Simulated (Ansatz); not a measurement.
Crystal: Ge.

```
Ge
1.0
     2.71047    0.00000    0.00000
     0.00000    2.71047    0.00000
     0.00000    0.00000    2.71047
Ge
1
Direct
  0.00000 0.00000 0.00000
```

The cell was built by a generator and needn't be a form met in nature.

```yaml
Program: Ansatz 0.2.0
Task: relaxation of cell and atoms
Functional: PBE
Dispersion: D4
Potentials_or_basis: Ansatz PAW
Cutoff: "420 eV (not typed: the program's choice for these potentials)"
k_mesh: 10 × 10 × 10
Occupations: fermi-dirac, width 0.05 eV
Spin: no spin polarisation
```

At the start: volume 19.91 Å³/atom.

How do energy, volume and symmetry change on relaxing?

It ends after 4 steps and the volume is 19.00 Å³/atom (-4.6 %); space group Pm-3m (No. 221, to 0.05 Å).

Step by step:
| step | energy change (eV) | largest force (eV/Å) | volume (Å³) |
| --- | --- | --- | --- |
| 1 | 0.0000 | 0.0000 | 19.91 |
| 2 | -0.0096 | 0.0000 | 18.86 |
| 3 | -0.0098 | 0.0000 | 19.00 |
| 4 | -0.0096 | 0.0000 | 19.00 |

Final structure:
```xyz
1
Lattice="2.6685 0.0000 0.0000 0.0000 2.6685 0.0000 0.0000 0.0000 2.6685" Properties=species:S:1:pos:R:3 pbc="T T T"
Ge    0.0000    0.0000    0.0000
```

Caveat: the plane-wave basis is chosen anew once the cell has moved, so the energies of steps on either side of that aren't comparable; pairwise dispersion overbinds metals, which lowers pressure and volume.
